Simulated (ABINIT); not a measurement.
# AlN: single point with LDA

Crystal: AlN.

```xyz
2
Lattice="0.0000 2.1840 2.1840 2.1840 0.0000 2.1840 2.1840 2.1840 0.0000" Properties=species:S:1:pos:R:3 pbc="T T T"
Al    0.0000    0.0000    0.0000
N     1.0920    1.0920    1.0920
```

Measurements of this composition are mostly on another form, of space group No. 186.

| Quantity | Value |
| --- | --- |
| Program | ABINIT 10.8.3 (patched build) |
| Task | single point |
| Functional | LDA |
| Potentials or basis | PseudoDojo NC SR LDA v0.4.1 standard |
| Cutoff | 980 eV |
| k mesh | 8 × 8 × 8 |
| Occupations | fermi-dirac, width 0.05 eV |
| Spin | no spin polarisation |

The pressure is -5.3 GPa, the band gap on the k mesh is 3.26 eV, indirect (least direct gap 4.24 eV) and the valence electrons inside the program's atomic spheres are Al 1.13; N 5.35.

Levels at points of the mesh, in eV from the valence-band top:
```
           k point  band 2  band 3  band 4  band 5  band 6  band 7
(0.00, 0.00, 0.00)    0.00    0.00    0.00    4.24   12.36   12.36
(0.50, 0.00, 0.00)   -5.91   -0.49   -0.49    7.28    9.77   11.01
(0.50, 0.50, 0.00)   -4.95   -1.80   -1.80    3.26    8.44   13.72
```

It took 8 s on 1 thread of Intel(R) Xeon(R) Platinum 8488C (Sapphire Rapids), on a shared host, peak memory 0.07 GiB.

Caveat: the cutoff is short for stress, so the pressure is rough. A k mesh can miss the band edges.
